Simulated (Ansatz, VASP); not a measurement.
**TePb in VASP and in Ansatz**

```
Te Pb
1.0
     0.00000    3.23100    3.23100
     3.23100    0.00000    3.23100
     3.23100    3.23100    0.00000
Te Pb
1 1
Cartesian
  3.1190 3.1404 3.0974
  -0.1308 -0.1042 -0.1258
```

Alike in both runs: functional PBEsol; k mesh 6 × 6 × 6; occupations fermi-dirac, width 0.05 eV; no spin polarisation.

Ansatz relaxed the structure, and its values are those at the end. VASP's run is a single point on that final structure, the one shown.

|  | VASP | Ansatz |
| --- | --- | --- |
| version | VASP 6.6.1 | Ansatz 0.2.0 |
| potentials or method | VASP PAW PBE potentials, release 64 (Te, Pb_d) | PAW with Ansatz's default frozen-core files, scalar-relativistic |
| plane-wave cutoff (eV) | 520 | 420 |
| valence electrons in the cell | 20 | 30 |

|  | VASP | Ansatz | Ansatz less VASP |
| --- | --- | --- | --- |
| pressure (GPa) | -0.4 | -0.4 | +0.03 |
| rms of the force components (eV/Å) | 0.004 | 0.004 | -0.0002 |

With one functional, cell and mesh, what is left measures potentials, basis and numerics. The two sets of potentials don't hold the same shells in valence. Ansatz warned: «gradients_without_spin_orbit».

Caveats: the PAW data sets were made with another functional, which shifts forces and pressure a little (VASP). A k mesh can miss the band edges.
